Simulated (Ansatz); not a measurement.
# Cu under changes of volume

One of the cells (11.458 Å³/atom); the others are scaled copies at fixed shape and fractional positions:

```
CELL_PARAMETERS angstrom
-1.44279 1.44279 1.37608
1.44279 -1.44279 1.37608
1.44279 1.44279 -1.37608
ATOMIC_POSITIONS crystal
Cu 0.00000 0.00000 0.00000
```

This isn't the form of Cu at room conditions, which is fcc.

| Item | Value |
| --- | --- |
| Program | Ansatz 0.2.0 |
| Functional | LDA |
| Potentials or basis | Ansatz PAW |
| Cutoff | 420 eV (not typed: the program's choice for these potentials) |
| k mesh | 13 × 13 × 13 |
| Occupations | fermi-dirac, width 0.05 eV |
| Spin | no spin polarisation |

| volume (Å³/atom) | energy over the lowest point (meV/atom) | pressure (GPa) |
| --- | --- | --- |
| 10.771 | ? | ? |
| 11.000 | 0.00 | -1.2 |
| 11.229 | 4.29 | -4.7 |
| 11.458 | 13.29 | -7.8 |
| 11.687 | 26.46 | -10.5 |
| 11.916 | 43.27 | -12.9 |
| 12.146 | 63.28 | -15.0 |

Q: What does the run at 10.771 Å³/atom give?

A: Energy over the lowest point 1.10 meV/atom; pressure 2.8 GPa.

Worked out: A Birch-Murnaghan fit of order 3 (a polynomial in V^(-2/3)) to the other rows has its minimum at 10.93 Å³/atom, just outside them, with B0 = V·E''(V) = 189 GPa and B' = 5.4 at fixed shape and positions, which overstates the stiffness. It gives 1.17 meV/atom at 10.771 Å³/atom, against the run's 1.10, and -dE/dV = 2.9 GPa, against 2.8.

Energies are extrapolated to zero smearing.

Caveats: the PAW data sets come from PBE, with cores solved anew for the run's functional, which leaves a small shift of forces and pressure.
